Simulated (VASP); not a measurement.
# InPd (Pm-3m) in VASP: notebook

One crystal, InPd, is run at these levels: r2SCAN; tasks: single point.

Program: VASP 6.6.1. These are calculated values, not measurements. Logs are shortened: lines on timing, memory, paths and dates and some standing lists are left out, and cuts for length are marked.

## (1) The crystal as given

The structure is cubic, space group Pm-3m (No. 221). Conventional cell: a = 3.272 Å, b = 3.272 Å, c = 3.272 Å, α = 90.00°, β = 90.00°, γ = 90.00°. In (site symmetry m-3m) has 8 Pd at 2.83 Å as nearest neighbours. Around Pd (site symmetry m-3m) lie 8 In at 2.83 Å.

The cell comes from a database or a generator and needn't be the stable form of this composition.

## (2) Single point, r2SCAN

Contents of INCAR:

```
  PREC = Accurate
  ENCUT = 400
  EDIFF = 1E-5
  ISMEAR = 0
  SIGMA = 0.15
  LREAL = F
  LASPH = T
  NELM = 100
  ALGO = Normal
  ISIF = 2
  LWAVE = F
  LCHARG = F
  METAGGA = R2SCAN
  LMIXTAU = T
  ADDGRID = F
```

Contents of KPOINTS:

```
regular mesh
0
Gamma
  6 6 6
```

Contents of POSCAR:

```
InPd
1.0
    3.2718847800      0.0000000000      0.0000000000
    0.0000000000      3.2718847800      0.0000000000
    0.0000000000      0.0000000000      3.2718847800
In Pd
1 1
Direct
    0.0076950000     -0.0345290000      0.0307480000
    0.5133770000      0.5169540000      0.5028010000
```

Potentials or basis: VASP PAW PBE potentials, release 64 (In_d, Pd).

Launch:

```bash
> cat potpaw_PBE.64/In_d/POTCAR potpaw_PBE.64/Pd/POTCAR > POTCAR
> mpirun -np 1 vasp_std > vasp.out
```

OUTCAR:

```text
PREC = Accurate
   ENCUT = 400
   EDIFF = 1E-5
   ISMEAR = 0
   LREAL = F
   LASPH = T
   NELM = 100
   ISIF = 2
   METAGGA = R2SCAN

 Found    112 irreducible k-points:

 Following reciprocal coordinates:
            Coordinates               Weight
  0.000000  0.000000  0.000000      1.000000
  0.166667  0.000000  0.000000      2.000000
  0.000000  0.166667  0.000000      2.000000
  0.000000  0.000000  0.166667      2.000000
  0.333333  0.000000  0.000000      2.000000
  0.000000  0.333333  0.000000      2.000000
   k-points           NKPTS =    112   k-points in BZ     NKDIM =    112   number of bands    NBANDS=     15
   number of dos      NEDOS =    301   number of ions     NIONS =      2
   total plane-waves  NPLWV =  13824
   dimension x,y,z NGX =    24 NGY =   24 NGZ =   24
   dimension x,y,z NGXF=    48 NGYF=   48 NGZF=   48
   ions per type =               1   1
   NGX,Y,Z   is equivalent  to a cutoff of  12.19, 12.19, 12.19 a.u.
   NGXF,Y,Z  is equivalent  to a cutoff of  24.39, 24.39, 24.39 a.u.
 SYSTEM =  unknown system
   PREC   = accura    normal or accurate (medium, high low for compatibility)
   ISTART =      0    job   : 0-new  1-cont  2-samecut
   ICHARG =      2    charge: 1-file 2-atom 10-const
   ISPIN  =      1    spin polarized calculation?
   LNONCOLLINEAR =      F non collinear calculations
   LSORBIT =      F    spin-orbit coupling
   LASPH  =      T    aspherical Exc in radial PAW
   ENCUT  =  400.0 eV  29.40 Ry    5.42 a.u.   5.34  5.34  5.34*2*pi/ulx,y,z
   NELM   =    100;   NELMIN=  2; NELMDL= -5     # of ELM steps
   EDIFF  = 0.1E-04   stopping-criterion for ELM
   LREAL  =      F    real-space projection
   EDIFFG = 0.1E-03   stopping-criterion for IOM
   NSW    =      0    number of steps for IOM
   IBRION =     -1    ionic relax: 0-MD 1-quasi-New 2-CG
   NFREE  =      0    steps in history (QN), initial steepest desc. (CG)
   ISIF   =      2    stress and relaxation
   ISYM   =      2    0-nonsym 1-usesym 2-fastsym
   POTIM  = 0.5000    time-step for ionic-motion
   TEBEG  =    0.0;   TEEND  =   0.0 temperature during run
   PSTRESS=    0.0 pullay stress
   NELECT =      23.0000    total number of electrons
   NUPDOWN=      -1.0000    fix difference up-down
   EMIN   =  10.00;   EMAX   =-10.00  energy-range for DOS
   EFERMI =   0.00;   METHOD = LEGACY
   ISMEAR =     0;   SIGMA  =   0.15  broadening in eV -4-tet -1-fermi 0-gaus
   EFERMI_NEDOS =   21; number of points for ismear=-14 and -15
   IALGO  =     38    algorithm
   IMIX   =      4    mixing-type and parameters
     AMIX     =   0.40;   BMIX     =  1.00
     AMIX_MAG =   1.60;   BMIX_MAG =  1.00
  volume/ion in A,a.u.               =      17.51       118.18
  Fermi-wavevector in a.u.,A,eV,Ry     =   1.422938  2.688964 27.548447  2.024754
  Thomas-Fermi vector in A             =   2.543589
   LORBIT       =      0    0 simple, 1 ext, 2 COOP (PROOUT), +10 PAW based schemes
   METAGGA = R2SCAN    functional components
   LHFCALC =     F    Hartree Fock is set to
   AEXX    =    0.0000 exact exchange contribution
   IVDW    =     0    specifies the selected vdW correction
   LEPSILON=     F    determine dielectric tensor
   LRPA    =     F    only Hartree local field effects (RPA)
 non-spin polarized calculation
 Gauss-broadening in eV      SIGMA  =   0.15
  energy-cutoff  :      400.00
  volume of cell :       35.03
 maximum number of plane-waves:       655
 NGX is ok and might be reduce to    24
   NGX = 11   NGY = 11   NGZ = 11

 number of electron      23.0000015 magnetization

 Free energy of the ion-electron system (eV)
  ---------------------------------------------------
  ext. energy  EPLUGINS =         0.00000000
  ---------------------------------------------------
  free energy    TOTEN  =       -46.53502385 eV

  energy without entropy =      -46.52672161  energy(sigma->0) =      -46.53087273

 E-fermi :  10.4606     XC(G=0): -13.2331

 val. band max:       10.3402032733   @ k =  -0.3333   0.0000   0.3333
 cond. band min:      10.5290605965   @ k =   0.5000  -0.3333   0.3333
 fundamental gap:      0.1888573232
 Fermi energy:        10.4605738602

 k-point     1 :       0.0000    0.0000    0.0000
  band No.  band energies     occupation
      1      -5.1385      2.00000
      2      -5.1368      2.00000
      3      -4.7273      2.00000
      4      -4.7100      2.00000
      5      -4.7035      2.00000
      6      -0.0397      2.00000
      7       6.3242      2.00000
      8       6.3427      2.00000
      9       7.9475      2.00000
     10       7.9540      2.00000
     11       7.9590      2.00000
     12      14.9403      0.00000
     13      14.9795      0.00000
     14      15.0780      0.00000
     15      20.4081      0.00000

 k-point     2 :       0.1667    0.0000    0.0000
  band No.  band energies     occupation
      1      -5.1232      2.00000
      2      -5.0452      2.00000
      3      -4.7546      2.00000
      4      -4.7334      2.00000
      5      -4.7037      2.00000
      6       0.4215      2.00000
      7       6.3417      2.00000
      8       6.3870      2.00000
      9       7.6528      2.00000
     10       7.6815      2.00000
     11       7.9476      2.00000
     12      12.5165      0.00000
     13      15.8442      0.00000
     14      15.9178      0.00000
     15      20.7284      0.00000

 k-point     3 :       0.0000    0.1667    0.0000
  band No.  band energies     occupation
      1      -5.1237      2.00000
      2      -5.0455      2.00000
      3      -4.7450      2.00000
      4      -4.7386      2.00000
      5      -4.7065      2.00000
      6       0.4192      2.00000
      7       6.3513      2.00000
      8       6.3746      2.00000
      9       7.6585      2.00000
     10       7.6669      2.00000
     11       7.9389      2.00000
     12      12.5941      0.00000
     13      15.8055      0.00000
     14      15.8336      0.00000
     15      20.8451      0.00000

 k-point     4 :       0.0000    0.0000    0.1667
  band No.  band energies     occupation
      1      -5.1234      2.00000
      2      -5.0452      2.00000
      3      -4.7494      2.00000
      4      -4.7391      2.00000
      5      -4.7028      2.00000
      6       0.4208      2.00000
      7       6.3437      2.00000
      8       6.3843      2.00000
      9       7.6528      2.00000
     10       7.6790      2.00000
     11       7.9448      2.00000
     12      12.5394      0.00000
     13      15.8151      0.00000
     14      15.9121      0.00000
     15      20.7444      0.00000

 k-point     5 :       0.3333    0.0000    0.0000
  band No.  band energies     occupation
      1      -5.0952      2.00000
      2      -4.8601      2.00000
      3      -4.8087      2.00000
      4      -4.7927      2.00000
      5      -4.6910      2.00000
      6       1.7771      2.00000
      7       5.8902      2.00000
      8       6.3783      2.00000
      9       7.1692      2.00000
     10       7.2176      2.00000
     11       7.9301      2.00000
     12       9.8241      2.00000
     13      17.9535      0.00000
     14      18.0322      0.00000
     15      20.7266      0.00000

 k-point     6 :       0.0000    0.3333    0.0000
  band No.  band energies     occupation
      1      -5.0937      2.00000
      2      -4.8643      2.00000
      3      -4.7984      2.00000
      4      -4.7953      2.00000
      5      -4.6936      2.00000
      6       1.7658      2.00000
      7       5.8969      2.00000
      8       6.3716      2.00000
      9       7.1704      2.00000
     10       7.1885      2.00000
     11       7.9081      2.00000
     12       9.8802      2.00000
     13      17.9654      0.00000
     14      17.9813      0.00000
     15      20.7968      0.00000

 [... further k-points ...]

------------------------ aborting loop because EDIFF is reached ----------------------------------------

  FORCE on cell =-STRESS in cart. coord.  units (eV):
  Direction    XX          YY          ZZ          XY          YZ          ZX
  --------------------------------------------------------------------------------------
  -------------------------------------------------------------------------------------
  Total        0.5220994      0.3011462      0.4529208      0.0738434     -0.3530305     -0.0428171
  in kB       23.8819485     13.7750764     20.7175735      3.3777556    -16.1483764     -1.9585469
  external PRESSURE =      19.4581995 kB  Pullay stress =       0.0000000 kB

 VOLUME and BASIS-vectors are now :
 -----------------------------------------------------------------------------
  energy-cutoff  :      400.00
  volume of cell :       35.03
      direct lattice vectors                 reciprocal lattice vectors
     3.271884780  0.000000000  0.000000000     0.305634234  0.000000000  0.000000000
     0.000000000  3.271884780  0.000000000     0.000000000  0.305634234  0.000000000
     0.000000000  0.000000000  3.271884780     0.000000000  0.000000000  0.305634234

 POSITION                                       TOTAL-FORCE (eV/Angst)
 -----------------------------------------------------------------------------------
      0.02518      3.15891      0.10060         0.089203      0.711284     -0.420839
      1.67971      1.69141      1.64511        -0.089203     -0.711284      0.420839
 -----------------------------------------------------------------------------------
    total drift:                                0.001130      0.002442     -0.000662

  FREE ENERGIE OF THE ION-ELECTRON SYSTEM (eV)
  ---------------------------------------------------
  free  energy   TOTEN  =       -46.5350238545 eV

  energy  without entropy=      -46.5267216146  energy(sigma->0) =      -46.53087273
```

Run time: 45 s. Hardware: 1 thread of Intel Xeon 6975P-C (Granite Rapids), shared host; peak memory 0.17 GiB.

The run converged, but some of its settings lie outside the range that counts as converged, so its numbers aren't taken as properties of the crystal.

Results:

```
Free energy            : -46.5350 eV
Pressure               : 1.9 GPa
Largest force          : 0.831 eV/Å
Band gap on the k mesh : none (metal or under the smearing width)
```

Caveat: the PAW data sets were made with another functional, which shifts forces and pressure a little.

## (3) Single point, r2SCAN

INCAR: that of step 2 with these lines changed.

```diff
@@ -2,3 +2,3 @@
   ENCUT = 400
-  EDIFF = 1E-5
+  EDIFF = 1E-6
   ISMEAR = 0
@@ -14,2 +14,2 @@
   LMIXTAU = T
-  ADDGRID = F
+  ADDGRID = T
```

KPOINTS is that of step 2.

Contents of POSCAR:

```
InPd
1.0
    3.2718847800      0.0000000000      0.0000000000
    0.0000000000      3.2718847800      0.0000000000
    0.0000000000      0.0000000000      3.2718847800
In Pd
1 1
Direct
    0.0000000000      0.0000000000      0.0000000000
    0.5000000000      0.5000000000      0.5000000000
```

Potentials or basis: VASP PAW PBE potentials, release 64 (In_d, Pd).

Launch:

```bash
> cat potpaw_PBE.64/In_d/POTCAR potpaw_PBE.64/Pd/POTCAR > POTCAR
> mpirun -np 1 vasp_std > vasp.out
```

It took 18 s on 1 thread of Intel Xeon 6975P-C (Granite Rapids), shared host; peak memory 0.2 GiB.

The run converged, but some of its settings lie outside the range that counts as converged, so its numbers aren't taken as properties of the crystal.

What came out:

```yaml
Free_energy: -46.6123 eV
Pressure: 0.1 GPa
Band_gap_on_the_k_mesh: none (metal or under the smearing width)
```

Caveat: the PAW data sets were made with another functional, which shifts forces and pressure a little.

[end of part 1 of 2]
